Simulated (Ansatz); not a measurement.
**Convergence notes, G0W0 on CdI₂ (P-3m1)**

CdI₂ (P-3m1) from a database of computed structures, relaxed with r2SCAN+rVV10; one-shot G0W0 in Ansatz without spin-orbit coupling. No spin polarisation and no zero-point or thermal motion.

```xyz
3
Lattice="4.2487 0.0000 0.0000 -2.1244 3.6795 0.0000 0.0000 0.0000 6.8836" Properties=species:S:1:pos:R:3 pbc="T T T"
Cd    0.0000    0.0000    0.0000
I     0.0000    2.4530    1.7179
I     2.1244    1.2265    5.1657
```

Gaps are read over the mesh points alone. G0W0 here is at a finite number of bands, screening cutoff and k mesh, not at the basis limit.
```csv
start,potentials,frequency model,mesh,empty bands,screening cutoff (eV),Kohn-Sham gap (eV),G0W0 gap (eV)
PBE,PAW,contour deformation,6×6×4,321,120,2.38,3.56
PBE,PAW,contour deformation,6×6×4,797,220,2.38,3.60
PBE,PAW,contour deformation,6×6×4,1464,300,2.38,3.61
HSE06,PAW,contour deformation,6×6×4,797,220,3.34,4.11
r2SCAN,PAW,contour deformation,6×6×4,797,220,2.83,3.91
PBE0,PAW,contour deformation,6×6×4,797,220,4.03,4.31
PBE,PAW,Godby-Needs pole,6×6×4,797,220,2.38,3.64
PBE,PAW,contour deformation,12×12×4,174,80,2.37,3.49
PBE,norm-conserving,contour deformation,6×6×4,797,220,2.38,3.46
```

G0W0 moves the gap on the mesh from 2.38 eV (PBE) to 3.61 eV (A to L). Renormalisation factors Z lie between 0.75 and 0.81.

Raising bands and cutoff together moves the gap by +0.04 eV (120 to 220 eV), then +0.01 eV (220 to 300 eV); the last step is small, which bounds nothing strictly. Starting from HSE06 (3.34 eV against PBE's 2.38 eV) gives 4.11 eV, +0.51 eV from G0W0@PBE at the same screening cutoff. Starting from r2SCAN (2.83 eV against PBE's 2.38 eV) gives 3.91 eV, +0.31 eV from G0W0@PBE at the same screening cutoff. Starting from PBE0 (4.03 eV against PBE's 2.38 eV) gives 4.31 eV, +0.71 eV from G0W0@PBE at the same screening cutoff. The Godby-Needs plasmon pole differs from contour deformation by +0.04 eV. Norm-conserving potentials (wave cutoff 1071 eV against 420 eV) shift the quasiparticle gap by -0.14 eV and the PBE gap by 0.00 eV. r2SCAN runs take a wave cutoff of 500 eV.

With a shallow d shell on the cation, G0W0 converges slowly in bands and cutoff, so these values are in doubt.
